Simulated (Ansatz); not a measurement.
Free-standing chains of the atoms of Mo, named by their start (strip: triangular double chain, ladder: square double chain); atoms and period are relaxed, and energies count from relaxed bulk Mo (Im-3m, 15.78 Å³/atom, gap on the mesh 0.00 eV).

Computed with DFT PBE, scalar-relativistic, plane waves, PAW (Ansatz).

Cutoff 420 eV, Gaussian smearing of 0.05 eV, energies at zero smearing, symmetry of each start kept, collinear spin where a moment is listed.

```csv
start,atoms,k mesh,excess energy (eV per host atom),period (Å),gap on the mesh (eV),highest filled level or Fermi level under vacuum (eV),size of the moment (μB per cell)
linear chain,1,1×1×26,4.658,2.215,0,4.70,0.14
zigzag chain*,2,1×1×15,3.029,3.095,0.08,-,0.00
ladder chain,4,1×1×13,3.429,4.879,0,-,0.72
strip chain,2,1×1×25,3.369,2.403,0,-,0.57
```

* ends far from its start.

An odd mesh misses points on the zone edge, so a gap read on it can be too wide.

Gaps under about 0.2 eV rest on few k points and may close between them. Each run keeps its start's symmetry and one magnetic start, so lower states can exist. Rows stand on unlike meshes and boxes, so starts that end alike can differ by a few hundredths of an eV per atom.